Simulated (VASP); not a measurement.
# CaO (Lime) (Fm-3m) in VASP: settings compared

Aim: see how the results for CaO (Lime) move with the level of theory and the settings. Levels: PBE0, PBE-EpsX. Tasks: band structure.

Program: VASP 6.6.1. These are calculated values, not measurements. Logs are shortened: lines on timing, memory, paths and dates and some standing lists are left out, and cuts for length are marked.

## 1. The structure

The structure is cubic, space group Fm-3m (No. 225). The conventional cell has a = 4.775 Å, b = 4.775 Å, c = 4.775 Å, α = 90.00°, β = 90.00°, γ = 90.00°. Ca (site symmetry m-3m) has 6 O at 2.39 Å as nearest neighbours. Around O (site symmetry m-3m) lie 6 Ca at 2.39 Å.

## 2. Band structure, PBE0

Input file POSCAR:

```
CaO                                     
1.0
    0.0000000000      2.3873311533      2.3873311533
    2.3873311533      0.0000000000      2.3873311533
    2.3873311533      2.3873311533      0.0000000000
  Ca              O             
     1     1
Direct
     0.0000000000000000    0.0000000000000000    0.0000000000000000
     0.5000000000000000    0.5000000000000000    0.5000000000000000
```

Input file INCAR.step1:

```
SYSTEM = CaO
PREC = Accurate
ENCUT = 520
EDIFF = 1E-5
ISMEAR = 0
SIGMA = 0.03
LREAL = .FALSE.
LASPH = .TRUE.
NELM = 80
ALGO = Normal
ISIF = 2
LWAVE = .TRUE.
LCHARG = .FALSE.
KPAR = 4
GGA = PE
```

Input file INCAR.step2:

```
SYSTEM = CaO
PREC = Accurate
ENCUT = 520
EDIFF = 1E-7
ISMEAR = 0
SIGMA = 0.03
LREAL = .FALSE.
LASPH = .TRUE.
NELM = 80
ALGO = Normal
ISIF = 2
LWAVE = .FALSE.
LCHARG = .FALSE.
GGA = PE
LHFCALC = .TRUE.
AEXX = 0.25
PRECFOCK = Fast
HFRCUT = -1
KPAR = 4
ISTART = 1
```

Input file KPOINTS:

```
regular mesh
0
G
  6 6 6
  0 0 0
```

Input file KPOINTS_OPT:

```
explicit points
6
Reciprocal
 0.0000000000  0.0000000000  0.0000000000 1
 0.3750000000  0.3750000000  0.7500000000 1
 0.5000000000  0.5000000000  0.5000000000 1
 0.6250000000  0.2500000000  0.6250000000 1
 0.5000000000  0.2500000000  0.7500000000 1
 0.5000000000  0.0000000000  0.5000000000 1
```

Potentials or basis: VASP PAW PBE potentials, release 64 (Ca_sv, O).

Started as:

```bash
cat potpaw_PBE.64/Ca_sv/POTCAR potpaw_PBE.64/O/POTCAR > POTCAR
cp INCAR.step1 INCAR
mpirun -np 4 vasp_std > vasp.out
cp INCAR.step2 INCAR
mpirun -np 4 vasp_std > vasp.out
```

OUTCAR:

```text
SYSTEM = CaO
   PREC = Accurate
   ENCUT = 520
   EDIFF = 1E-7
   ISMEAR = 0
   LREAL = .FALSE.
   LASPH = .TRUE.
   NELM = 80
   ISIF = 2
   GGA = PE
   LHFCALC = .TRUE.
   AEXX = 0.25
   PRECFOCK = Fast
   ISTART = 1

 ion  position               nearest neighbor table
   1  0.000  0.000  0.000-   2 2.39   2 2.39   2 2.39   2 2.39   2 2.39   2 2.39
   2  0.500  0.500  0.500-   1 2.39   1 2.39   1 2.39   1 2.39   1 2.39   1 2.39

  LATTYP: Found a face centered cubic cell.
 ALAT       =     4.7746623066

  Lattice vectors:

 A1 = (   0.0000000000,   2.3873311533,   2.3873311533)
 A2 = (   2.3873311533,   0.0000000000,   2.3873311533)
 A3 = (   2.3873311533,   2.3873311533,   0.0000000000)

Analysis of symmetry for initial positions (statically):
=====================================================================
 Subroutine PRICEL returns:
 Original cell was already a primitive cell.

 Routine SETGRP: Setting up the symmetry group for a
 face centered cubic supercell.

 Subroutine GETGRP returns: Found 48 space group operations
 (whereof 48 operations were pure point group operations)
 out of a pool of 48 trial point group operations.

The static configuration has the point symmetry O_h .

Analysis of symmetry for dynamics (positions and initial velocities):
=====================================================================
 Subroutine PRICEL returns:
 Original cell was already a primitive cell.

 Routine SETGRP: Setting up the symmetry group for a
 face centered cubic supercell.

 Subroutine GETGRP returns: Found 48 space group operations
 (whereof 48 operations were pure point group operations)
 out of a pool of 48 trial point group operations.

The dynamic configuration has the point symmetry O_h .

 Subroutine INISYM returns: Found 48 space group operations
 (whereof 48 operations are pure point group operations),
 and found     1 'primitive' translations

----------------------------------------------------------------------------------------

                                     Primitive cell

  volume of cell :      27.2125

  direct lattice vectors                    reciprocal lattice vectors
     0.000000000  2.387331153  2.387331153    -0.209438896  0.209438896  0.209438896
     2.387331153  0.000000000  2.387331153     0.209438896 -0.209438896  0.209438896
     2.387331153  2.387331153  0.000000000     0.209438896  0.209438896 -0.209438896

  length of vectors
[... 90 lines left out ...]
   IALGO  =     38    algorithm
   IMIX   =      1    mixing-type and parameters
     AMIX     =   0.40;   BMIX     =  1.00
     AMIX_MAG =   1.60;   BMIX_MAG =  1.00
  volume/ion in A,a.u.               =      13.61        91.82
  Fermi-wavevector in a.u.,A,eV,Ry     =   1.371488  2.591737 25.592295  1.880981
  Thomas-Fermi vector in A             =   2.497181
   LORBIT       =      0    0 simple, 1 ext, 2 COOP (PROOUT), +10 PAW based schemes
   GGA     = PE    functional components
   LHFCALC =     T    Hartree Fock is set to
   PRECFOCK=fast      Normal, Fast or Accurate (Low or Medium for compatibility)
   ENCUT4O =  -1.0   cutoff for four orbital integrals eV
   NKREDX  =     1    reduce k-point grid by
   NKREDY  =     1    reduce k-point grid by
   NKREDZ  =     1    reduce k-point grid by
   AEXX    =    0.2500 exact exchange contribution
   HFSCREEN=    0.0000 screening length (either q_TF or 0.3 A-1)
   HFSCREENC=   0.0000 screening length for correlation (either q_TF or 0.3 A-1)
   ENCUTFOCK=  -1.0 apply spherical cutoff to Coloumb kernel
   IVDW    =     0    specifies the selected vdW correction
   LEPSILON=     F    determine dielectric tensor
   LRPA    =     F    only Hartree local field effects (RPA)
 non-spin polarized calculation
 Gauss-broadening in eV      SIGMA  =   0.03
  energy-cutoff  :      520.00
  volume of cell :       27.21
 maximum number of plane-waves:       754
 NGX is ok and might be reduce to    28
  NGX = 16; NGY = 16; NGZ = 16

 number of electron      15.9999997 magnetization

 Free energy of the ion-electron system (eV)
  ---------------------------------------------------
  ext. energy  EPLUGINS =         0.00000000
  ---------------------------------------------------
  free energy    TOTEN  =       -15.44673369 eV

  energy without entropy =      -15.44673369  energy(sigma->0) =      -15.44673369

 E-fermi :   1.2213     XC(G=0):  -8.3061

 val. band max:        1.0081947462   @ k =   0.0000   0.0000   0.0000
 cond. band min:       7.0435788741   @ k =   0.5000   0.5000   0.0000
 fundamental gap:      6.0353841279
 Fermi energy:         1.2212657483

 k-point     1 :       0.0000    0.0000    0.0000
  band No.  band energies     occupation
      1     -39.1391      2.00000
      2     -18.4017      2.00000
      3     -18.4017      2.00000
      4     -18.4017      2.00000
      5     -16.1017      2.00000
      6       1.0082      2.00000
      7       1.0082      2.00000
      8       1.0082      2.00000
      9       8.1263      0.00000
     10      10.0181      0.00000
     11      10.0181      0.00000
     12      10.0181      0.00000
[... 211 lines left out ...]
 k-point    16 :      -0.3333    0.5000    0.1667
  band No.  band energies     occupation
      1     -38.9871      2.00000
      2     -18.9817      2.00000
      3     -18.8961      2.00000
      4     -18.7684      2.00000
      5     -15.4319      2.00000
      6      -0.3410      2.00000
      7      -0.1889      2.00000
      8       0.1235      2.00000
      9       8.5713      0.00000
     10      11.5810      0.00000
     11      12.4368      0.00000
     12      13.8795      0.00000

------------------------ aborting loop because EDIFF is reached ----------------------------------------

  FORCE on cell =-STRESS in cart. coord.  units (eV):
  Direction    XX          YY          ZZ          XY          YZ          ZX
  --------------------------------------------------------------------------------------
  -------------------------------------------------------------------------------------
  Total        0.4116365      0.4116365      0.4116365     -0.0000000     -0.0000000      0.0000000
  in kB       24.2357510     24.2357510     24.2357510     -0.0000000     -0.0000000      0.0000000
  external PRESSURE =      24.2357510 kB  Pullay stress =       0.0000000 kB

 VOLUME and BASIS-vectors are now :
 -----------------------------------------------------------------------------
  energy-cutoff  :      520.00
  volume of cell :       27.21
      direct lattice vectors                 reciprocal lattice vectors
     0.000000000  2.387331153  2.387331153    -0.209438896  0.209438896  0.209438896
     2.387331153  0.000000000  2.387331153     0.209438896 -0.209438896  0.209438896
     2.387331153  2.387331153  0.000000000     0.209438896  0.209438896 -0.209438896

 POSITION                                       TOTAL-FORCE (eV/Angst)
 -----------------------------------------------------------------------------------
      0.00000      0.00000      0.00000         0.000000     -0.000000      0.000000
      2.38733      2.38733      2.38733        -0.000000      0.000000     -0.000000
 -----------------------------------------------------------------------------------
    total drift:                                0.000000      0.000000      0.000000

  FREE ENERGIE OF THE ION-ELECTRON SYSTEM (eV)
  ---------------------------------------------------
  free  energy   TOTEN  =       -15.4467336945 eV

  energy  without entropy=      -15.4467336945  energy(sigma->0) =      -15.44673369
```

Run time: 4.9 min. Hardware: 4 MPI ranks of Intel Xeon Platinum 8488C (Sapphire Rapids), shared host; peak memory 0.17 GiB.

Results:

| Property | Result |
| --- | --- |
| Free energy | -15.4467 eV |
| Pressure | 2.4 GPa |
| Band gap on the k mesh | 6.04 eV, indirect (least direct gap 6.46 eV) |
| Band gap along the path | 6.04 eV, indirect (least direct gap 6.46 eV) |

Levels at points of the mesh, in eV from the valence-band top:
```tsv
k point	band 4	band 5	band 6	band 7	band 8	band 9	band 10	band 11	band 12
(0.00, 0.00, 0.00)	-19.41	-17.11	0.00	0.00	0.00	7.12	9.01	9.01	9.01
(0.50, 0.00, 0.00)	-19.46	-15.60	-2.91	-1.32	-1.32	9.92	10.97	11.50	11.50
(0.50, 0.50, 0.00)	-19.67	-16.84	-1.46	-0.43	-0.43	6.04	11.08	12.04	12.87
```

Caveat: the PAW data sets were made with another functional, which shifts forces and pressure a little.

## 3. Band structure, PBE-EpsX

POSCAR is that of step 2.

Input file INCAR.step1:

```
SYSTEM = CaO
PREC = Accurate
ENCUT = 520
EDIFF = 1E-8
ISMEAR = 0
SIGMA = 0.03
LREAL = .FALSE.
LASPH = .TRUE.
NELM = 80
ALGO = Normal
ISIF = 2
LWAVE = .FALSE.
LCHARG = .FALSE.
KPAR = 4
GGA = PE
LEPSILON = .TRUE.
```

Input file KPOINTS.step1:

```
Automatic mesh
0
G
  10 10 10
  0 0 0
```

Input file INCAR.step2:

```
SYSTEM = CaO
PREC = Accurate
ENCUT = 520
EDIFF = 1E-5
ISMEAR = 0
SIGMA = 0.03
LREAL = .FALSE.
LASPH = .TRUE.
NELM = 80
ALGO = Normal
ISIF = 2
LWAVE = .TRUE.
LCHARG = .FALSE.
KPAR = 4
GGA = PE
```

Input file KPOINTS.step2:

```
regular mesh
0
G
  6 6 6
  0 0 0
```

Input file INCAR.step3:

```
SYSTEM = CaO
PREC = Accurate
ENCUT = 520
EDIFF = 1E-7
ISMEAR = 0
SIGMA = 0.03
LREAL = .FALSE.
LASPH = .TRUE.
NELM = 80
ALGO = Normal
ISIF = 2
LWAVE = .FALSE.
LCHARG = .FALSE.
GGA = PE
LHFCALC = .TRUE.
AEXX = 0.2633
PRECFOCK = Fast
HFRCUT = -1
KPAR = 4
ISTART = 1
```

Input file KPOINTS.step3:

```
regular mesh
0
G
  6 6 6
  0 0 0
```

KPOINTS_OPT is that of step 2.

Potentials or basis: VASP PAW PBE potentials, release 64 (Ca_sv, O).

Started as:

```bash
cat potpaw_PBE.64/Ca_sv/POTCAR potpaw_PBE.64/O/POTCAR > POTCAR
cp INCAR.step1 INCAR
cp KPOINTS.step1 KPOINTS
mpirun -np 4 vasp_std > vasp.out
cp INCAR.step2 INCAR
cp KPOINTS.step2 KPOINTS
mpirun -np 4 vasp_std > vasp.out
cp INCAR.step3 INCAR
cp KPOINTS.step3 KPOINTS
mpirun -np 4 vasp_std > vasp.out
```

It took 7 min on 4 MPI ranks of Intel Xeon Platinum 8488C (Sapphire Rapids), shared host; peak memory 0.23 GiB.

The run converged. Its results:

* Free energy: -15.5917 eV
* Pressure: 2.3 GPa
* Band gap on the k mesh: 6.17 eV, indirect (least direct gap 6.60 eV)
* Band gap along the path: 6.17 eV, indirect (least direct gap 6.60 eV)

Levels at points of the mesh, in eV from the valence-band top:
```csv
k point,band 4,band 5,band 6,band 7,band 8,band 9,band 10,band 11,band 12
"(0.00, 0.00, 0.00)",-19.46,-17.19,0.00,0.00,0.00,7.24,9.16,9.16,9.16
"(0.50, 0.00, 0.00)",-19.52,-15.66,-2.92,-1.33,-1.33,10.07,11.09,11.66,11.66
"(0.50, 0.50, 0.00)",-19.72,-16.92,-1.47,-0.43,-0.43,6.17,11.23,12.20,13.04
```

Caveat: the PAW data sets were made with another functional, which shifts forces and pressure a little.
